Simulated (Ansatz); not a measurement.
# PtSe2 (Sudovikovite) under changes of volume

One of the cells (20.265 Å³/atom); the others are scaled copies at fixed shape and fractional positions:

```xyz
3
Lattice="3.7240 0.0000 0.0000 -1.8620 3.2251 0.0000 0.0000 0.0000 5.0620" Properties=species:S:1:pos:R:3 pbc="T T T"
Pt    0.0000    0.0000    0.0000
Se    1.8620    1.0750    3.7965
Se    0.0000    2.1501    1.2655
```

| Item | Value |
| --- | --- |
| Program | Ansatz 0.2.0 |
| Functional | BLYP |
| Dispersion | D3(BJ) |
| Potentials or basis | Ansatz PAW |
| Cutoff | 420 eV (not typed: the program's choice for these potentials) |
| k mesh | 8 × 8 × 5 |
| Occupations | fermi-dirac, width 0.05 eV |
| Spin | no spin polarisation |

| volume (Å³/atom) | energy over the lowest point (meV/atom) | pressure (GPa) | largest force (eV/Å) |
| --- | --- | --- | --- |
| 19.049 | ? | ? | ? |
| 19.455 | 61.79 | 12.3 | 1.673 |
| 19.860 | 35.07 | 8.9 | 1.378 |
| 20.265 | 16.42 | 5.9 | 1.107 |
| 20.671 | 4.99 | 3.2 | 0.857 |
| 21.076 | 0.00 | 0.8 | 0.627 |
| 21.481 | 0.78 | -1.4 | 0.416 |

**Question.** What does the run at 19.049 Å³/atom give?

**Answer.** Energy over the lowest point 97.54 meV/atom; pressure 16.0 GPa; largest force 1.995 eV/Å.

Worked out: A Birch-Murnaghan fit of order 3 (a polynomial in V^(-2/3)) to the other rows has its minimum at 21.22 Å³/atom with B0 = V·E''(V) = 114 GPa and B' = 4.9 at fixed shape and positions, which overstates the stiffness. It gives 97.68 meV/atom at 19.049 Å³/atom, against the run's 97.54, and -dE/dV = 16.1 GPa, against 16.0.

Energies are extrapolated to zero smearing.

Caveats: pairwise dispersion overbinds metals, which lowers pressure and volume; the PAW data sets come from PBE, with cores solved anew for the run's functional, which leaves a small shift of forces and pressure; forces of over 1 eV/Å show positions far from the minimum, so gaps and moduli don't describe the material at rest (some runs).
